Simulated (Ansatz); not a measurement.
# MoS2 (R3m) in Ansatz: a series of runs

One crystal, MoS2, is run at these levels: r2SCAN, r2SCAN+U; tasks: relaxation of cell and atoms.

Everything below comes from runs of Ansatz 0.2.0. Logs are shortened: lines on timing, memory, paths and dates and some standing lists are left out, and cuts for length are marked.

## Step 1: The structure

The structure is trigonal, space group R3m (No. 160). Conventional cell: a = 3.160 Å, b = 3.160 Å, c = 18.450 Å, α = 90.00°, β = 90.00°, γ = 120.00°. Around Mo (site symmetry 3m) lie 6 S at 2.39 Å. S (site symmetry 3m) has 3 Mo at 2.39 Å as nearest neighbours. S (site symmetry 3m) is surrounded by 3 Mo at 2.39 Å.

Measurements of this composition are mostly on another form, of space group No. 194.

## Step 2: Relaxation of cell and atoms, r2SCAN

The input, input.yaml:

```yaml
crystal:
  lattice:
    - [1.58, 0.9122134253, 6.15]
    - [-1.58, 0.9122134253, 6.15]
    - [0.0, -1.8244268506, 6.15]
  atoms:
    - { symbol: Mo, position: [0.0, 0.0, 0.0] }
    - { symbol: S, position: [0.417, 0.417, 0.417] }
    - { symbol: S, position: [0.25, 0.25, 0.25] }
hamiltonian:
  xc: r2scan
  pseudopotentials: { kind: paw }
kpoints:
  mp_grid: { grid: [10, 10, 10] }
scf:
  occupations: { method: fermi_dirac, width: 0.05 }
output:
  forces: true
  stress: true
  eigenvalues: true
relax:
  f_tol: 0.01
  max_steps: 40
  cell: { stress_tol: 0.05 }
```

Potentials or basis: Ansatz PAW.

Run with:

```sh
$ ansatz run input.yaml --threads 2 --pin off --max-ram 5632MiB --backend cpu --events-out ev --progress --plain --runs-dir out
```

Log:

```text
Warning: RAYON_NUM_THREADS=2 ignored (pool sized by the plan → 2); use --threads N
basis.fft_grid_basis auto: the FFT boxes are laid along the combinations [[1, 0, -1], [0, 1, -1], [0, 0, 1]] of the cell's own vectors, 3.160, 3.160 and 6.415 Å long. The dense box has 24×24×48 points. Along the cell's own vectors, as sized, it would have 48×48×48, 4.00 times as many. Of the 6 symmetry operations that the crystal satisfies within crystal.symmetry.tolerance (time reversal apart; of a slab, those that keep its plane) the dense box along the cell's own vectors carries 6, and the one as laid loses 4 of those. basis.fft_grid_basis: typed keeps the cell's own vectors: state it where this run's energies or levels are differenced outside the engine with another run's, or held beside a run that keeps those vectors.
Engine: ansatz 0.2.0, aarch64-unknown-linux-gnu
Pseudopotentials: kind: paw
Pseudopotential: Mo, paw, valence charge 14, recommended cutoff 500 eV (meta_gga), Mo.paw.azcp
Pseudopotential: S, paw, valence charge 6, recommended cutoff 500 eV (meta_gga), S.paw.azcp
Functional definition: r2SCAN
  parameter k0 = 0.174
  parameter k1 = 0.065
  parameter a1 = 4.9479
  exchange = r2scan_x(k0 = k0, k1 = k1, a1 = a1)
  correlation = r2scan_c
Crystal: 3 atoms, lattice volume = 53.184 Å³
Basis set: ecut = 500 eV, 1349 PW (Γ), FFT grids on a1−a3, a2−a3, a3, exchange–correlation on 96×96×192 points (64 copies of the dense FFT grid, shifted against one another)
Bands: 17, of which v1, the nominal top of the filled ones, is band 13 counted from 1 (12 counted from 0)
Symmetry: 6 space group operations
Space group: R3m (ITA 160), of the structure as read, at distance tolerance 3.8e-5 Å
k-points: 116 of 1000 (time reversal used)
Non-local potential: Mo, projectors of the file, l = 0: 3, l = 1: 2, l = 2: 2, l = 3: 1
Non-local potential: S, projectors of the file, l = 0: 2, l = 1: 2, l = 2: 2
PAW form: soft (Blöchl's): semilocal exchange-correlation on the pseudo side does not see the compensation charge
PAW frozen core: Mo, regenerated for the run's functional (the file was generated under x = pbe(κ = 0.804, μ = 0.2195149727645171), c = pbe(β = 0.06672455060314922))
PAW frozen core: S, regenerated for the run's functional (the file was generated under x = pbe(κ = 0.804, μ = 0.2195149727645171), c = pbe(β = 0.06672455060314922))
PAW one-centre angular grid: Mo, 590 points (default); XC on 160 Gauss nodes
PAW one-centre angular grid: S, 302 points (default); XC on 160 Gauss nodes
Initial density: superposition of atomic densities (neutral atoms: chi_scale 0, normalization atom), corrected by the library's trained network
Initial wavefunctions: pseudopotential atomic-orbital guess
Functional: x = r2scan, c = r2scan; τ floored in thin density (d = 2e-4 eV/Å³)
SCF iter   1: F=—  HF=-6782.086617 eV  |F-HF|=—  |Δ(HF+E_count)|=         —  Δρ=1.02e-2  dr2=7.08e-2  dr2_τ=5.24e-2  ethr=1.77e-3  ⟨swp⟩=6.0  Hψ=11046  notcnv=0
preconditioner: auto → none  [insulator: Δε(μ)=1.045 eV  Ē_g=8.758 eV  σ=0.050 eV  W_gap=1.00  n_scr=16 (ndim 8)  ℏωp=21.6 eV  f_vac=0.016  D(μ)=0.00/eV (n_scr^D=0)  ε∞_Penn≈7.1]
SCF iter   2: F=—  HF=-6782.165376 eV  |F-HF|=—  |Δ(HF+E_count)|=   7.88e-2  Δρ=1.28e-2  dr2=2.49e-1  dr2_τ=1.60e-2  ethr=2.72e-4  ⟨swp⟩=3.7  Hψ=4988  notcnv=0  recentre
SCF iter   3: F=—  HF=-6782.128710 eV  |F-HF|=—  |Δ(HF+E_count)|=   3.67e-2  Δρ=5.87e-3  dr2=1.12e-2  dr2_τ=4.51e-4  ethr=2.72e-4  ⟨swp⟩=2.9  Hψ=3498  notcnv=0
[... 86 lines left out ...]
relax step   7: F+E_penalty+E_count = -6782.16038238 eV  Δ(F+E_penalty+E_count) = -9.243e-4 eV  max|allowed force component| = 2.646e-3 eV/Å  Δτ_max = 0.0000 Å  P = +0.005 GPa  Ω = 57.066 Å³  stress off target by 9.60e-3 GPa  SCF on the basis re-selected at this cell (its energy is not comparable with the rows above)  (8 SCF iters)
basis re-selected at this cell: Δ(F+E_penalty+E_count) = -9.243e-4 eV, ΔP = +0.002 GPa vs the last step (what re-selecting the basis moved, of the pressure what is left beyond the Pulay correction that the steps carried, after the strain that the cell walked since its last selection, with what the two solves' SCF thresholds leave and, on support functions, any second-order correction that the steps lacked; it is no measure of the basis error at this ecutwfc). The dense FFT grid was sized anew with the basis: this SCF ran on 24×24×50 points, the steps before it on 24×24×48, so part of this shift can come from that change (see relax.cell in the input reference). This SCF's stress stands 9.60e-3 GPa from its target on what of the cell is left free (relax.cell.stress_tol is 5.00e-2 GPa) and its largest allowed force component is 2.65e-3 eV/Å (relax.f_tol is 1.00e-2 eV/Å): within both
SCF converged after 8 iterations
Free energy (F): -6782.160382 eV
Harris-Foulkes:  -6782.160382 eV  (|F-HF|=5.46e-12)
Internal energy: -6782.160382 eV  (E = F + TS)
E sigma→0 (E₀):  -6782.160382 eV
Entropy (-TS):   -0.000000 eV (-0.000 meV/atom)
Fermi energy:    10.227140 eV
--- Per-component energies (eV) ---
  E_band       = -201.300933
  E_kinetic    = 654.189276
  E_local      = -2212.384414  (includes V_loc(G=0)·N_el)
  E_nonlocal   = 198.408525
  E_hartree    = 866.258246
  E_xc         = -362.386143
  E_vxc        = -445.706300  (∫ρ·V_xc dr)
  E_paw        = -4435.804035  (= ΣΔE_a)
  E_vpaw       = -154.106923  (= ΣTr[D̂ρ^β])
  E_aug_tail   = 0.000009  (compensation charges beyond the density's cutoff)
  E_vtau       = 25.782404  (kinetic-family band-sum trace: ∫τ·v_τ [+ j·A + Jᵃ·Aᵃ] dr)
  E_ewald      = -1490.001108
  E_core_change = -0.440737  (= ΣΔE_core)
  E_smearing   = -0.000000  (= −TS)
  E_closure    = 0.000000  (closes the sum)
  Σ components = -6782.160382   (vs F -6782.160382, Δ=0.00e0)
--- Forces (eV/Å), atoms counted from 1 ---
  atom   1  Mo     0.00000000    -0.00000000    -0.00125995
  atom   2  S     -0.00000000     0.00000000    -0.00138694
  atom   3  S      0.00000000    -0.00000000     0.00264607
  max |Σ_I F_I| component: 8.14e-7 eV/Å
--- Stress (GPa, compression-positive) ---
        0.009605       0.000000       0.000000
        0.000000       0.009605      -0.000000
        0.000000      -0.000000      -0.005483
  P = ⅓ Tr σ = 0.0046 GPa (0.046 kbar)
--- Band table (eV; the first three rows and the last of 116) ---
  k-point 0: bands = ["-53.7400", "-27.1352", "-26.9274", "-26.9274", "-5.7652", "-4.1819", "2.8996", "6.2847", "6.2847", "7.4265", "7.4265", "8.1263", "8.7679", "12.0026", "12.0026", "12.3203", "12.3203"]
  k-point 1: bands = ["-53.7361", "-27.1274", "-26.9662", "-26.9362", "-5.6109", "-4.1295", "3.0773", "5.9641", "6.4431", "6.8272", "7.1900", "8.3828", "8.7778", "11.8673", "11.9232", "12.1518", "12.2630"]
  k-point 2: bands = ["-53.7259", "-27.1069", "-27.0665", "-26.9591", "-5.1828", "-3.9844", "3.4881", "5.3002", "5.9331", "6.6755", "6.8708", "8.2318", "8.5569", "11.2731", "11.8059", "12.1849", "12.7880"]
  k-point 115: bands = ["-53.7400", "-27.1352", "-26.9275", "-26.9275", "-5.6345", "-4.4072", "3.5583", "6.2775", "6.2775", "6.4964", "7.4405", "7.4405", "9.6705", "12.0501", "12.0501", "12.2532", "12.2532"]
--- Relaxed structure (6 steps of the walk, 6 accepted, 1 SCFs on fresh bases) ---
  F+E_penalty+E_count = -6782.16038238 eV   max|allowed force component| = 2.646e-3 eV/Å   (the final SCF, on the basis selected at the relaxed cell)
  cell:  # Å, volume = 57.0662 Å³
    - [1.5925061930398705, 0.9194338792377148, 6.495702301810467]
    - [-1.5925061930398705, 0.9194338792377148, 6.495702301810467]
    - [4.038664060792107e-34, -1.8388677584754296, 6.495702301810467]
  atoms:
    - { symbol: Mo, position: [0.00010723156023543076, 0.00010723156023543076, 0.00010723156023543072] }
    - { symbol: S, position: [0.41310738224554927, 0.41310738224554927, 0.41310738224554927] }
    - { symbol: S, position: [0.25378538619421526, 0.25378538619421526, 0.25378538619421526] }
```

It took 79 s on 2 threads of Arm Neoverse V2, shared host; peak memory 0.58 GiB.

What came out:

```
Free energy                            : -6782.1604 eV
Relaxed volume                         : 19.02 Å³/atom
Relaxed cell                           : a = 6.751 Å, b = 6.751 Å, c = 6.751 Å, α = 27.29°, β = 27.29°, γ = 27.29°
Space group after relaxing (to 0.05 Å) : R3m (No. 160)
Energy gained by relaxing              : 9.4 meV/atom
Ionic steps                            : 7
Pressure after relaxing                : 0.0 GPa
Band gap on the k mesh                 : 1.27 eV, indirect (least direct gap 2.01 eV)
```

Forces in eV/Å, atoms in the order of the input:
```
Mo   0.000  0.000 -0.001
S    0.000  0.000 -0.001
S    0.000  0.000  0.003
```

Step by step:
```csv
step,energy change (eV),largest force (eV/Å),volume (Å³)
1,0.0000,0.3627,53.18
2,-0.0142,0.2300,57.43
3,-0.0265,0.0434,56.55
4,-0.0271,0.0018,56.70
5,-0.0272,0.0061,56.92
6,-0.0272,0.0026,57.07
7,-0.0281,0.0026,57.07
```

Final structure:
```xyz
3
Lattice="1.5925 0.9194 6.4957 -1.5925 0.9194 6.4957 0.0000 -1.8389 6.4957" Properties=species:S:1:pos:R:3 pbc="T T T"
Mo    0.0000    0.0000    0.0021
S     0.0000    0.0000    8.0503
S     0.0000    0.0000    4.9455
```

Levels at points of the mesh, in eV from the valence-band top:
| k point | band 10 | band 11 | band 12 | band 13 | band 14 | band 15 | band 16 | band 17 |
| --- | --- | --- | --- | --- | --- | --- | --- | --- |
| (0.00, 0.00, 0.00) | -2.24 | -2.24 | -1.54 | -0.90 | 2.33 | 2.33 | 2.65 | 2.65 |
| (0.00, 0.00, -0.50) | -3.97 | -2.37 | -1.66 | -1.29 | 1.80 | 2.26 | 3.78 | 3.87 |
| (0.00, -0.50, -0.50) | -3.94 | -2.75 | -1.75 | -1.17 | 1.77 | 2.34 | 3.43 | 4.11 |
| (-0.50, -0.50, -0.50) | -3.17 | -2.23 | -2.23 | 0.00 | 2.38 | 2.38 | 2.58 | 2.58 |

Caveat: the plane-wave basis is chosen anew once the cell has moved, so the energies of steps on either side of that aren't comparable; the PAW data sets come from PBE, with cores solved anew for the run's functional, which leaves a small shift of forces and pressure. Zero-point motion and thermal expansion aren't in these numbers.

## Step 3: Relaxation of cell and atoms, r2SCAN+U

Changes to input.yaml since step 2:

```diff
@@ -12,2 +12,3 @@
   pseudopotentials: { kind: paw }
+  hubbard: { sites: [{ species: Mo, l: d, u_eff: 1.0 }] }
 kpoints:
```

Potentials or basis: Ansatz PAW.

Run with:

```sh
$ ansatz run input.yaml --threads 2 --pin off --max-ram 5632MiB --backend cpu --events-out ev --progress --plain --runs-dir out
```

Run time: 83 s. Hardware: 2 threads of Arm Neoverse V2, shared host; peak memory 0.67 GiB.

The run converged. Its results:

| Item | Value |
| --- | --- |
| Free energy | -6780.9207 eV |
| Relaxed volume | 19.02 Å³/atom |
| Relaxed cell | a = 6.750 Å, b = 6.750 Å, c = 6.750 Å, α = 27.30°, β = 27.30°, γ = 27.30° |
| Space group after relaxing (to 0.05 Å) | R3m (No. 160) |
| Energy gained by relaxing | 9.3 meV/atom |
| Ionic steps | 7 |
| Pressure after relaxing | 0.0 GPa |
| Band gap on the k mesh | 1.26 eV, indirect (least direct gap 1.97 eV) |

Forces in eV/Å, atoms in the order of the input:
```
Mo   0.000  0.000 -0.001
S    0.000  0.000 -0.001
S    0.000  0.000  0.003
```

Step by step:
| step | energy change (eV) | largest force (eV/Å) | volume (Å³) |
| --- | --- | --- | --- |
| 1 | 0.0000 | 0.3600 | 53.18 |
| 2 | -0.0139 | 0.2349 | 57.43 |
| 3 | -0.0264 | 0.0447 | 56.55 |
| 4 | -0.0270 | 0.0021 | 56.69 |
| 5 | -0.0271 | 0.0061 | 56.92 |
| 6 | -0.0271 | 0.0027 | 57.06 |
| 7 | -0.0280 | 0.0027 | 57.06 |

Final structure:
```xyz
3
Lattice="1.5926 0.9195 6.4944 -1.5926 0.9195 6.4944 0.0000 -1.8390 6.4944" Properties=species:S:1:pos:R:3 pbc="T T T"
Mo    0.0000    0.0000    0.0021
S     0.0000    0.0000    8.0488
S     0.0000    0.0000    4.9444
```

Levels at points of the mesh, in eV from the valence-band top:
| k point | band 11 | band 12 | band 13 | band 14 | band 15 | band 16 |
| --- | --- | --- | --- | --- | --- | --- |
| (0.00, 0.00, 0.00) | -2.17 | -1.49 | -0.91 | 2.40 | 2.40 | 2.69 |
| (0.00, 0.00, -0.50) | -2.31 | -1.61 | -1.28 | 1.82 | 2.26 | 3.85 |
| (0.00, -0.50, -0.50) | -2.69 | -1.70 | -1.15 | 1.80 | 2.35 | 3.50 |
| (-0.50, -0.50, -0.50) | -2.16 | -2.16 | 0.00 | 2.45 | 2.45 | 2.62 |

Eigenvalues of the final occupation matrices:
| site | spin | trace | eigenvalues |
| --- | --- | --- | --- |
| site 1 | 1 | 2.57 | 0.46 0.46 0.53 0.53 0.58 |

Caveat: the plane-wave basis is chosen anew once the cell has moved, so the energies of steps on either side of that aren't comparable; the PAW data sets come from PBE, with cores solved anew for the run's functional, which leaves a small shift of forces and pressure. Zero-point motion and thermal expansion aren't in these numbers.

## Step 4: Relaxation of cell and atoms, r2SCAN+U

Changes to input.yaml since step 3:

```diff
@@ -12,3 +12,3 @@
   pseudopotentials: { kind: paw }
-  hubbard: { sites: [{ species: Mo, l: d, u_eff: 1.0 }] }
+  hubbard: { sites: [{ species: Mo, l: d, u_eff: 2.0 }] }
 kpoints:
```

Run with:

```sh
$ ansatz run input.yaml --threads 2 --pin off --max-ram 5632MiB --backend cpu --events-out ev --progress --plain --runs-dir out
```

Wall time 83 s (2 threads of Arm Neoverse V2, shared host); peak memory 0.67 GiB.

It converged, with:

| Property | Result |
| --- | --- |
| Free energy | -6779.6826 eV |
| Relaxed volume | 19.02 Å³/atom |
| Relaxed cell | a = 6.748 Å, b = 6.748 Å, c = 6.748 Å, α = 27.31°, β = 27.31°, γ = 27.31° |
| Space group after relaxing (to 0.05 Å) | R3m (No. 160) |
| Energy gained by relaxing | 9.3 meV/atom |
| Ionic steps | 7 |
| Pressure after relaxing | 0.0 GPa |
| Band gap on the k mesh | 1.24 eV, indirect (least direct gap 1.92 eV) |

Forces in eV/Å, atoms in the order of the input:
```
Mo   0.000  0.000 -0.001
S    0.000  0.000 -0.002
S    0.000  0.000  0.003
```

The path:
| step | energy change (eV) | largest force (eV/Å) | volume (Å³) |
| --- | --- | --- | --- |
| 1 | 0.0000 | 0.3572 | 53.18 |
| 2 | -0.0135 | 0.2422 | 57.45 |
| 3 | -0.0264 | 0.0469 | 56.54 |
| 4 | -0.0270 | 0.0026 | 56.69 |
| 5 | -0.0271 | 0.0062 | 56.92 |
| 6 | -0.0271 | 0.0027 | 57.06 |
| 7 | -0.0280 | 0.0028 | 57.06 |

Final structure:
```xyz
3
Lattice="1.5929 0.9196 6.4926 -1.5929 0.9196 6.4926 0.0000 -1.8393 6.4926" Properties=species:S:1:pos:R:3 pbc="T T T"
Mo    0.0000    0.0000    0.0021
S     0.0000    0.0000    8.0467
S     0.0000    0.0000    4.9428
```

Levels at points of the mesh, in eV from the valence-band top:
| k point | band 10 | band 11 | band 12 | band 13 | band 14 | band 15 | band 16 | band 17 |
| --- | --- | --- | --- | --- | --- | --- | --- | --- |
| (0.00, 0.00, 0.00) | -2.09 | -2.09 | -1.43 | -0.91 | 2.47 | 2.47 | 2.74 | 2.74 |
| (0.00, 0.00, -0.50) | -3.82 | -2.25 | -1.56 | -1.26 | 1.85 | 2.26 | 3.92 | 4.02 |
| (0.00, -0.50, -0.50) | -3.79 | -2.63 | -1.65 | -1.13 | 1.82 | 2.35 | 3.57 | 4.26 |
| (-0.50, -0.50, -0.50) | -3.07 | -2.08 | -2.08 | 0.00 | 2.52 | 2.52 | 2.67 | 2.67 |

Eigenvalues of the final occupation matrices:
```tsv
site	spin	trace	eigenvalues
site 1	1	2.57	0.46 0.46 0.53 0.53 0.59
```

Caveat: the plane-wave basis is chosen anew once the cell has moved, so the energies of steps on either side of that aren't comparable; the PAW data sets come from PBE, with cores solved anew for the run's functional, which leaves a small shift of forces and pressure.

(Continued in part 2 of 2.)
